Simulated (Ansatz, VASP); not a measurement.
## Two plane-wave programs on Mg

```
Mg
1.0
     3.20320    0.00000    0.00000
    -1.60160    2.77405    0.00000
     0.00000    0.00000    5.20100
Mg
2
Direct
  0.33333 0.66667 0.25000
  0.66667 0.33333 0.75000
```

Alike in both runs: task single point; functional PBEsol; k mesh 9 × 9 × 5; occupations tetrahedron; no spin polarisation.

```csv
,VASP,Ansatz
version,VASP 6.6.1,Ansatz 0.2.0
potentials or method,"VASP PAW PBE potentials, release 64 (Mg)","PAW, plane waves, scalar-relativistic"
plane-wave cutoff (eV),520,420
valence electrons in the cell,4,20
```

Ansatz gave:

- pressure (GPa): -1.2
- largest component of the traceless stress (GPa): 1.11

Problem. Estimate VASP's values.

Solution. Pressure (GPa): -1.2; largest component of the traceless stress (GPa): 1.10.

The two sets of potentials don't hold the same shells in valence. Ansatz warned: «band_table_not_solved_further».

Caveats: the PAW data sets were made with another functional, which shifts forces and pressure a little (VASP); tetrahedron occupations give inexact forces and stress in metals.
